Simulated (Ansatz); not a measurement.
NaCl (rocksalt) by several functionals

All numbers come from the PAW code Ansatz. The values are computed, spin-unpolarised, and not measurements.

The cell is NaCl in the rocksalt structure; cell and atoms were relaxed with r2SCAN. Space group Fm-3m (No. 225), cubic; conventional cell a = 5.605 Å, 22.02 Å³ an atom. Na is surrounded by 6 Cl at 2.80 Å; Cl is surrounded by 6 Na at 2.80 Å.

On this one geometry the levels give:
```csv
level,k mesh,gap (eV),kind,edges,least direct gap (eV)
PBE,8×8×8,5.18,direct,Γ,5.18
r2SCAN,8×8×8,5.98,direct,Γ,5.98
HSE06,6×6×6,6.56,direct,Γ,6.56
PBE0,6×6×6,7.28,direct,Γ,7.28
"G0W0@PBE (131 empty bands, 120 eV, 4×4×4)",4×4×4,7.90,–,Γ (mesh),–
```
PBE: smearing of 0.02 eV; the others have fixed occupations.
Wave cutoffs: 420 eV, 500 eV (r2SCAN).
The G0W0 gap is PBE's gap over the path plus the quasiparticle shift read on the mesh. G0W0 here is at a finite number of bands, screening cutoff and k mesh, not at the basis limit.

HSE06 gives a direct gap of 6.56 eV at Γ.

r2SCAN covers 58 % of the step from PBE to HSE06, while HSE06 needs about 16 times r2SCAN's cost (on a coarser mesh). All these functionals give a gap of the same kind, direct.

r2SCAN (ground state on 6×6×6): ε∞: 2.41 in all directions. Born charges, averaged over directions: Na +1.08, Cl -1.08 e.

The meshes of the hybrids are coarse, so their gaps aren't converged to the digits shown.
